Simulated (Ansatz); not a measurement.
# Zr: the cost of one run

Method: DFT PBEsol, scalar-relativistic, in Ansatz 0.2.0.

## 1. The system as given

The structure is cubic, space group Im-3m (No. 229). The conventional cell has a = 3.620 Å, b = 3.620 Å, c = 3.620 Å, α = 90.00°, β = 90.00°, γ = 90.00°. Zr (site symmetry m-3m) has 8 Zr at 3.14 Å as nearest neighbours.

Coordinates:

```xyz
1
Lattice="-1.8100 1.8100 1.8100 1.8100 -1.8100 1.8100 1.8100 1.8100 -1.8100" Properties=species:S:1:pos:R:3 pbc="T T T"
Zr    0.0000    0.0000    0.0000
```

## 2. The deformed structure

Space group Im-3m before, I4/mmm after.

## 3. Full-potential LAPW

Input file input.yaml:

```yaml
crystal:
  lattice:
    - [-1.8643, 1.8643, 1.81]
    - [1.8643, -1.8643, 1.81]
    - [1.8643, 1.8643, -1.81]
  atoms:
    - { symbol: Zr, position: [0.0, 0.0, 0.0] }
kpoints:
  mp_grid: { grid: [14, 14, 14] }
  band_path:
    path:
      - [0.0, 0.0, 0.0]
      - [0.0, 0.0, 0.5]
      - [-0.5, 0.5, 0.5]
      - [0.0, 0.0, 0.0]
      - [0.4856489773, 0.4856489773, -0.4856489773]
      - [-0.4856489773, 0.5143510227, 0.4856489773]
      - [-0.5, 0.5, 0.5]
      - [0.0, 0.0, 0.5]
      - [0.25, 0.25, 0.25]
    npoints: 5
scf:
  occupations: { method: fermi_dirac, width: 0.08 }
hamiltonian:
  xc: pbesol
  pseudopotentials: { kind: all_electron, lapw: { basis_error: 0.0005 } }
output:
  forces: true
  stress: true
  eigenvalues: true
```

Started as:

```
ansatz run input.yaml --threads 1 --pin off --max-ram 3072MiB --backend cpu --events-out ev --progress --plain --runs-dir out
```

**Question.** How long does this run take on 1 thread of Arm Neoverse V2, shared host, and how much memory does it need?

About 13 s, with a peak of 0.37 GiB.
